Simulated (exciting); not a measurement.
# GaN (F-43m) in exciting: a series of runs

Aim: see how the results for GaN move with the level of theory and the settings. Levels: LDA-PZ, LDA. Tasks: single point.

All numbers are computed with exciting (release sodium); they aren't measurements. Logs are shortened: lines on timing, memory, paths and dates and some standing lists are left out, and cuts for length are marked.

**The experiment to reproduce.**

A printed reference work, textbook reports, for a bulk crystal of GaN at 0 K: band gap 3.299 eV (direct).

The runs below are set against these values where they give the same quantity.

## 1. The structure

Symmetry: F-43m, No. 216, cubic system. Conventional cell: a = 4.507 Å, b = 4.507 Å, c = 4.507 Å, α = 90.00°, β = 90.00°, γ = 90.00°. Ga (site symmetry -43m) has 4 N at 1.95 Å as nearest neighbours. N (site symmetry -43m) has 4 Ga at 1.95 Å as nearest neighbours.

The cell is a database's computed one.

## 2. Single point, LDA-PZ (volume scaled by 0.96)

Input file run_exciting.py:

```python
import subprocess
import xml.etree.ElementTree as ET
from ase.io import read
from ase.units import Bohr

atoms = read("GaN.xyz")
rmt = {'Ga': 2.0, 'N': 1.45}  # bohr
tasks = """
<groundstate do="fromscratch" ngridk="10 10 10" rgkmax="7.5" gmaxvr="14" lmaxapw="10" lmaxmat="10" lmaxvr="8" xctype="LDA_PZ" stype="Gaussian" swidth="0.00099958" nempty="10" ValenceRelativity="iora*" epsengy="1e-05" epspot="1e-05" maxscl="60" tforce="true" outputlevel="normal"/>
"""

root = ET.Element("input")
ET.SubElement(root, "title").text = "GaN"
structure = ET.SubElement(root, "structure", speciespath="./", tshift="false")
crystal = ET.SubElement(structure, "crystal", scale="1.0")
for vector in atoms.cell / Bohr:
    ET.SubElement(crystal, "basevect").text = " ".join(f"{x:.12f}" for x in vector)
symbols = atoms.get_chemical_symbols()
for element in dict.fromkeys(symbols):
    species = ET.SubElement(structure, "species", speciesfile=element + ".xml", rmt=str(rmt[element]))
    for symbol, position in zip(symbols, atoms.get_scaled_positions(wrap=False)):
        if symbol == element:
            ET.SubElement(species, "atom", coord=" ".join(f"{x:.12f}" for x in position))
root.extend(ET.fromstring("<tasks>" + tasks + "</tasks>"))
ET.indent(root)
ET.ElementTree(root).write("input.xml")
subprocess.run(["exciting_smp"], check=True)
```

Input file GaN.xyz:

```xyz
2
Lattice="0.0000000000 2.2230441631 2.2230441631 2.2230441631 0.0000000000 2.2230441631 2.2230441631 2.2230441631 0.0000000000" Properties=species:S:1:pos:R:3 pbc="T T T"
Ga     0.0000000000      0.0000000000      0.0000000000
N      1.1115220816      1.1115220816      1.1115220816
```

Potentials or basis: all-electron LAPW+lo, shipped species files, valence relativity iora*.

Launch:

```sh
OMP_NUM_THREADS=1 python run_exciting.py
```

The log of the run:

```text
================================================================================
EXCITING SODIUM started
[... 10 lines left out ...]

 Lattice vectors (cartesian) :
      0.0000000000      4.2009446339      4.2009446339
      4.2009446339      0.0000000000      4.2009446339
      4.2009446339      4.2009446339      0.0000000000

 Reciprocal lattice vectors (cartesian) :
     -0.7478300543      0.7478300543      0.7478300543
      0.7478300543     -0.7478300543      0.7478300543
      0.7478300543      0.7478300543     -0.7478300543

 Unit cell volume                           :     148.2760025404
 Brillouin zone volume                      :       1.6728952035

 Species :    1 (Ga)
     parameters loaded from                 :    Ga.xml
     name                                   :    gallium
     nuclear charge                         :     -31.00000000
     electronic charge                      :      31.00000000
     atomic mass                            :  127097.25380000
     muffin-tin radius                      :       2.00000000
     # of radial points in muffin-tin       :     350

     atomic positions (lattice) :
       1 :   0.00000000  0.00000000  0.00000000

 Species :    2 (N)
     parameters loaded from                 :    N.xml
     name                                   :    nitrogen
     nuclear charge                         :      -7.00000000
     electronic charge                      :       7.00000000
     atomic mass                            :   25532.72506000
     muffin-tin radius                      :       1.45000000
     # of radial points in muffin-tin       :     250

     atomic positions (lattice) :
       1 :   0.25000000  0.25000000  0.25000000

 Total number of atoms per unit cell        :       2

 Spin treatment                             :    spin-unpolarised

 Number of Bravais lattice symmetries       :      48
 Number of crystal symmetries               :      24

 k-point grid                               :      10   10   10
 Total number of k-points                   :      73
 k-point set is reduced with crystal symmetries

 R^MT_min * |G+k|_max (rgkmax)              :       7.50000000
 Species with R^MT_min                      :       2 (N)
 Maximum |G+k| for APW functions            :       5.17241379
 Maximum |G| for potential and density      :      14.00000000

 G-vector grid sizes                        :      27    27    27
 Total number of G-vectors                  :    6855

 Maximum angular momentum used for
     APW functions                          :      10
     computing H and O matrix elements      :      10
     potential and density                  :       8
     inner part of muffin-tin               :       2

 Total nuclear charge                       :     -38.00000000
 Total electronic charge                    :      38.00000000
 Total core charge                          :      20.00000000
 Total valence charge                       :      18.00000000

 Number of empty states                     :      10
 Total number of valence states             :      20

 Maximum Hamiltonian size                   :     377
 Maximum number of plane-waves              :     359
 Total number of local-orbitals             :      18

 Exchange-correlation type                  :       2
     Perdew-Zunger, Phys. Rev. B 23, 5048 (1981)

 Smearing scheme                            :    Gaussian
 Smearing width                             :       0.00099958

 Using multisecant Broyden potential mixing
[... 16 lines left out ...]
+ SCF iteration number :    1                                                  +
++++++++++++++++++++++++++++++++++++++++++++++++++++++++++++++++++++++++++++++++
 Total energy                               :     -1993.59106123
 _______________________________________________________________
 Fermi energy                               :         0.21824489
 Kinetic energy                             :      2035.02872247
 Coulomb energy                             :     -3949.04862221
 Exchange energy                            :       -76.30829553
 Correlation energy                         :        -3.26286596

 DOS at Fermi energy (states/Ha/cell)       :         0.00000000

 Electron charges :
     core                                   :        20.00000000
     core leakage                           :         0.00657631
     valence                                :        18.00000000
     interstitial                           :         3.23906237
     charge in muffin-tin spheres :
                  atom     1    Ga          :        28.68723886
                  atom     2     N          :         6.07369877
     total charge in muffin-tins            :        34.76093763
     total charge                           :        38.00000000

 Estimated fundamental gap                  :         0.13284698
        valence-band maximum at    1      0.0000  0.0000  0.0000
     conduction-band minimum at    1      0.0000  0.0000  0.0000

++++++++++++++++++++++++++++++++++++++++++++++++++++++++++++++++++++++++++++++++
+ SCF iteration number :    2                                                  +
++++++++++++++++++++++++++++++++++++++++++++++++++++++++++++++++++++++++++++++++
 Total energy                               :     -1995.99187990
 _______________________________________________________________
 Fermi energy                               :         0.26231555
 Kinetic energy                             :      2033.47493699
 Coulomb energy                             :     -3949.96382594
 Exchange energy                            :       -76.24517296
 Correlation energy                         :        -3.25781799

 DOS at Fermi energy (states/Ha/cell)       :         0.00000000

 Electron charges :
     core                                   :        20.00000000
     core leakage                           :         0.00637431
     valence                                :        18.00000000
     interstitial                           :         3.46527295
     charge in muffin-tin spheres :
                  atom     1    Ga          :        28.87852920
                  atom     2     N          :         5.65619785
     total charge in muffin-tins            :        34.53472705
     total charge                           :        38.00000000
[... 307 lines left out ...]
++++++++++++++++++++++++++++++++++++++++++++++++++++++++++++++++++++++++++++++++
+ SCF iteration number :   12                                                  +
++++++++++++++++++++++++++++++++++++++++++++++++++++++++++++++++++++++++++++++++
 Total energy                               :     -1995.76460406
 _______________________________________________________________
 Fermi energy                               :         0.28061913
 Kinetic energy                             :      2033.17223399
 Coulomb energy                             :     -3949.50973696
 Exchange energy                            :       -76.17237163
 Correlation energy                         :        -3.25472947

 DOS at Fermi energy (states/Ha/cell)       :         0.00000000

 Electron charges :
     core                                   :        20.00000000
     core leakage                           :         0.00635801
     valence                                :        18.00000000
     interstitial                           :         3.56425964
     charge in muffin-tin spheres :
                  atom     1    Ga          :        28.95300301
                  atom     2     N          :         5.48273735
     total charge in muffin-tins            :        34.43574036
     total charge                           :        38.00000000

 Estimated fundamental gap                  :         0.07348518
        valence-band maximum at    1      0.0000  0.0000  0.0000
     conduction-band minimum at    1      0.0000  0.0000  0.0000

 RMS change in effective potential (target) :  0.307835E-08  ( 0.100000E-04)
 Absolute change in total energy   (target) :  0.137423E-05  ( 0.100000E-04)
 Charge distance                   (target) :  0.180359E-08  ( 0.100000E-04)
 Abs. change in max-nonIBS-force   (target) :   0.00000      ( 0.500000E-04)

++++++++++++++++++++++++++++++++++++++++++++++++++++++++++++++++++++++++++++++++
| Convergency criteria checked for the last 2 iterations                       +
| Convergence targets achieved. Performing final SCF iteration                 +
++++++++++++++++++++++++++++++++++++++++++++++++++++++++++++++++++++++++++++++++
 Total energy                               :     -1995.76460474
 _______________________________________________________________
 Fermi energy                               :         0.28061913
 Kinetic energy                             :      2033.17223387
 Coulomb energy                             :     -3949.50973748
 Exchange energy                            :       -76.17237167
 Correlation energy                         :        -3.25472947

 DOS at Fermi energy (states/Ha/cell)       :         0.00000000

 Electron charges :
     core                                   :        20.00000000
     core leakage                           :         0.00635801
     valence                                :        18.00000000
     interstitial                           :         3.56425964
     charge in muffin-tin spheres :
                  atom     1    Ga          :        28.95300301
                  atom     2     N          :         5.48273735
     total charge in muffin-tins            :        34.43574036
     total charge                           :        38.00000000

 Estimated fundamental gap                  :         0.07348518
        valence-band maximum at    1      0.0000  0.0000  0.0000
     conduction-band minimum at    1      0.0000  0.0000  0.0000

++++++++++++++++++++++++++++++++++++++++++++++++++++++++++++++++++++++++++++++++
+ Self-consistent loop stopped                                                 +
++++++++++++++++++++++++++++++++++++++++++++++++++++++++++++++++++++++++++++++++
 STATE.OUT is written

--------------------------------------------------------------------------------
- Writing atomic positions and forces                                          -
--------------------------------------------------------------------------------

 Atomic positions (lattice) :
 atom     1  Ga  :     0.00000000    0.00000000    0.00000000
 atom     2   N  :     0.25000000    0.25000000    0.25000000

 Total atomic forces including IBS (cartesian) :
 atom     1  Ga  :    -0.00000000    0.00000000    0.00000000
 atom     2   N  :     0.00000000   -0.00000000    0.00000000

 Atomic force components including IBS (cartesian) :
 atom     1  Ga  :    -0.00000000   -0.00000000   -0.00000000   HF force
                 :     0.00000000    0.00000000   -0.00000000   core correction
                 :    -0.00000000    0.00000000    0.00000000   IBS correction
 atom     2   N  :     0.00000000    0.00000000    0.00000000   HF force
                 :    -0.00000000   -0.00000000    0.00000000   core correction
                 :     0.00000000   -0.00000000   -0.00000000   IBS correction

********************************************************************************
* Groundstate module stopped                                                   *
********************************************************************************

================================================================================
| EXCITING SODIUM stopped                                                      =
================================================================================
```

Run time: 2.7 min. Hardware: 1 thread of Arm Neoverse V1, shared host; peak memory 0.12 GiB.

What came out:

```
Free energy                                       : -54307.5215 eV
Band gap on the k mesh                            : 2.00 eV, direct
All electrons inside the program's atomic spheres : Ga 28.95; N 5.48 (radii Ga 2.0, N 1.45 bohr)
```

## 3. Single point, LDA, collinear spin, ferromagnetic start

Input file input.xml:

```xml
<input>
  <title>GaN</title>
  <structure speciespath="./" tshift="false">
    <crystal scale="1.88972612463">
      <basevect>0.000000000000 3.186931121900 0.000000000000</basevect>
      <basevect>-2.602118364700 1.593465561000 0.919987770600</basevect>
      <basevect>0.000000000000 1.593465561000 2.759963311700</basevect>
    </crystal>
    <species speciesfile="Ga.xml" rmt="2">
      <atom coord="0.000000000000 0.000000000000 0.000000000000" bfcmt="0 0 -8"/>
    </species>
    <species speciesfile="N.xml" rmt="1.45">
      <atom coord="0.250000000000 0.250000000000 0.250000000000" bfcmt="0 0 0"/>
    </species>
  </structure>
  <groundstate do="fromscratch" ngridk="7 7 7" rgkmax="7.5" gmaxvr="14" lmaxapw="10" lmaxmat="10" lmaxvr="8" xctype="LDA_PW" stype="Fermi Dirac" swidth="0.00036749" nempty="20" ValenceRelativity="iora*" epsengy="1e-05" epspot="1e-05" maxscl="90" tforce="true" outputlevel="normal">
    <spin reducebf="0.5"/>
  </groundstate>
  <properties>
    <chargedensityplot>
      <plot3d>
        <box grid="16 16 16">
          <origin coord="0 0 0"/>
          <point coord="1 0 0"/>
          <point coord="0 1 0"/>
          <point coord="0 0 1"/>
        </box>
      </plot3d>
    </chargedensityplot>
    <elfplot>
      <plot3d>
        <box grid="16 16 16">
          <origin coord="0 0 0"/>
          <point coord="1 0 0"/>
          <point coord="0 1 0"/>
          <point coord="0 0 1"/>
        </box>
      </plot3d>
    </elfplot>
    <exccplot>
      <plot3d>
        <box grid="16 16 16">
          <origin coord="0 0 0"/>
          <point coord="1 0 0"/>
          <point coord="0 1 0"/>
          <point coord="0 0 1"/>
        </box>
      </plot3d>
    </exccplot>
  </properties>
</input>
```

Potentials or basis: all-electron LAPW+lo, shipped species files, valence relativity iora*.

Launch:

```sh
OMP_NUM_THREADS=1 exciting_smp
```

Wall time 2.3 min (1 thread of Arm Neoverse V1, shared host); peak memory 0.15 GiB.

The run converged. Its results:

```
Free energy                                       : -54307.6324 eV
Band gap on the k mesh                            : 1.74 eV, direct
Net moment                                        : 0.00 μB per cell
All electrons inside the program's atomic spheres : Ga 28.91; N 5.45 (radii Ga 2.0, N 1.45 bohr)
```

Levels at points of the mesh, in eV from the valence-band top:
Spin up:
```
           k point  band 7  band 8  band 9  band 10  band 11  band 12
(0.00, 0.00, 0.00)    0.00    0.00    0.00     1.74    10.12    10.12
```
Spin down:
| k point | band 5 | band 6 | band 7 | band 8 | band 9 | band 10 | band 11 | band 12 | band 13 | band 14 |
| --- | --- | --- | --- | --- | --- | --- | --- | --- | --- | --- |
| (0.00, 0.00, 0.00) | -13.29 | -13.29 | 0.00 | 0.00 | 0.00 | 1.74 | 10.12 | 10.12 | 10.12 | 17.31 |

## 4. Comparison with measurements

Step 3. Against the measured gap of GaN, 3.299 eV (direct; 0 K; a printed reference work, textbook), the calculated 1.74 eV is off by -1.56 eV. Spin-orbit coupling on Ga is left out. The value is that of LDA, without temperature or zero-point motion. Semilocal functionals fall short of measured gaps as a rule. The cell is a database's relaxed one, not the measured one, which moves gaps too.
